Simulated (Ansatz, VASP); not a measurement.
**HfO2 in VASP and in Ansatz**

```
CELL_PARAMETERS angstrom
0.00000 2.59116 2.59116
2.59116 0.00000 2.59116
2.59116 2.59116 0.00000
ATOMIC_POSITIONS crystal
Hf 0.00000 0.00000 0.00000
O 0.75000 0.75000 0.75000
O 0.25000 0.25000 0.25000
```

Change from the starting cell: volume scaled by 1.04.

Alike in both runs: task single point; functional PBEsol; k mesh 9 × 9 × 9; occupations fermi-dirac, width 0.05 eV; no spin polarisation.

|  | VASP | Ansatz |
| --- | --- | --- |
| version | VASP 6.6.1 | Ansatz 0.2.0 |
| potentials or method | VASP PAW PBE potentials, release 64 (Hf_pv, O), cutoff 520 eV | all-electron LAPW, scalar-relativistic |

Ansatz gave:

```
gap on the k mesh at the Fermi level (eV) : 3.60
least direct gap on the mesh (eV)         : 3.71
pressure (GPa)                            : -18.1
```

Which values does VASP return?

gap on the k mesh at the Fermi level (eV): 3.60; least direct gap on the mesh (eV): 3.72; pressure (GPa): -21.2.

Ansatz ran all-electron here, so the differences hold the error of VASP's frozen core and of both bases.

Caveats: spin-orbit coupling is left out, which moves the levels of the heavy elements; an odd mesh through Γ misses points on the zone boundary, where band edges often lie; so large a pressure means that the cell lies far from this level's equilibrium, or that cutoff or potentials fall short (VASP); the potentials were made for another functional, which shifts forces and pressure (VASP).
